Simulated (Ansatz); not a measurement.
The system is HgTe.

```
Hg Te
1.0
     0.00000    3.18000    3.18000
     3.18000    0.00000    3.18000
     3.18000    3.18000    0.00000
Hg Te
1 1
Direct
  0.00000 0.00000 0.00000
  0.50000 0.50000 0.50000
```

Measurements of this composition are mostly on another form, of space group No. 216.

* Program: Ansatz 0.2.0
* Task: relaxation of cell and atoms
* Functional: RPBE
* Dispersion: D3(BJ)
* Potentials or basis: Ansatz PAW
* Cutoff: 420 eV (not typed: the program's choice for these potentials)
* k mesh: 7 × 7 × 7
* Occupations: fermi-dirac, width 0.05 eV
* Spin: no spin polarisation

At the start: volume 32.16 Å³/atom.

Task: How do energy, volume and symmetry change on relaxing?

Result: It ends after 6 steps and the volume is 22.61 Å³/atom (-29.7 %); space group Fm-3m (No. 225, to 0.05 Å).

Step by step:
| step | energy change (eV) | largest force (eV/Å) | volume (Å³) |
| --- | --- | --- | --- |
| 1 | 0.0000 | 0.0000 | 64.31 |
| 2 | -0.7841 | 0.0000 | 55.36 |
| 3 | -1.2483 | 0.0000 | 47.28 |
| 4 | -1.2680 | 0.0000 | 44.13 |
| 5 | -1.2769 | 0.0000 | 45.22 |
| 6 | -1.2737 | 0.0000 | 45.22 |

Final structure:
```yaml
crystal:
  lattice:
    - [0.00000, 2.82774, 2.82774]
    - [2.82774, 0.00000, 2.82774]
    - [2.82774, 2.82774, 0.00000]
  atoms:
    - { symbol: Hg, position: [0.00000, 0.00000, 0.00000] }
    - { symbol: Te, position: [0.50000, 0.50000, 0.50000] }
```

Caveat: the volume moved by over 15 % at a fixed basis, so the end points are rough; the plane-wave basis is chosen anew once the cell has moved, so the energies of steps on either side of that aren't comparable; the volume moved by -30 % from the deposited cell, more than functionals usually miss; pairwise dispersion overbinds metals, which lowers pressure and volume; the PAW data sets come from PBE, with cores solved anew for the run's functional, which leaves a small shift of forces and pressure.
